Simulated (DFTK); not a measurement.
AlN in DFTK: convergence with cutoff

The system is AlN.

```
CELL_PARAMETERS angstrom
3.11300 0.00000 0.00000
-1.55650 2.69594 0.00000
0.00000 0.00000 4.98100
ATOMIC_POSITIONS crystal
Al 0.66667 0.33333 0.50000
Al 0.33333 0.66667 0.00000
N 0.66667 0.33333 0.88000
N 0.33333 0.66667 0.38000
```

```yaml
Program: DFTK 0.8.2
Task: convergence study
Functional: LDA
Potentials_or_basis: dojo.nc.sr.lda.v0_4_1.standard.upf (LDA)
Cutoff: 408 eV
k_mesh: 4 × 4 × 3
Occupations: cold, width 0.15 eV
Spin: collinear spin, random start
Starting_moments: "[-0.27, -0.03, 0.0, 0.0] μB"
```

These are the settings of the first run; the series varies cutoff, with any setting tied to it.

Hardware: 1 thread of Intel(R) Xeon(R) Platinum 8375C CPU @ 2.90GHz (Ice Lake), on a shared host.

| cutoff | energy less the tightest run (meV/atom) | pressure (GPa) | largest force (eV/Å) | gap on the mesh (eV) | SCF cycles |
| --- | --- | --- | --- | --- | --- |
| 408.171 eV | 2131.81 | -69.46 | 0.140 | 3.931 | 10 |
| 517.016 eV | 872.75 | -44.74 | 0.135 | 4.150 | 10 |
| 625.862 eV | 312.69 | -25.64 | 0.130 | 4.177 | 12 |
| 789.13 eV | 49.67 | -10.94 | 0.130 | 4.240 | 12 |
| 979.61 eV | 3.20 | -6.33 | 0.130 | 4.249 | 12 |
| 1142.88 eV | 0.63 | -5.86 | 0.130 | 4.250 | 11 |
| 1360.57 eV | 0.41 | -5.87 | 0.130 | 4.250 | 12 |
| 1659.89 eV | 0.00 | -5.87 | 0.130 | 4.250 | 11 |

Against the tightest run, the energy stays within 1 meV/atom from 1142.88 eV on; the pressure stays within 0.1 GPa from 1142.88 eV on; the largest force stays within 0.005 eV/Å from 625.862 eV on; the gap on the mesh stays within 0.01 eV from 789.13 eV on. The tightest run that finished is the yardstick and may itself not be fully converged.

Caveat, for the tightest run too: the k mesh is coarse (spacing up to 0.58 Å⁻¹), so the values aren't converged; with this smearing the Fermi level of a gapped crystal can stick at a band edge.
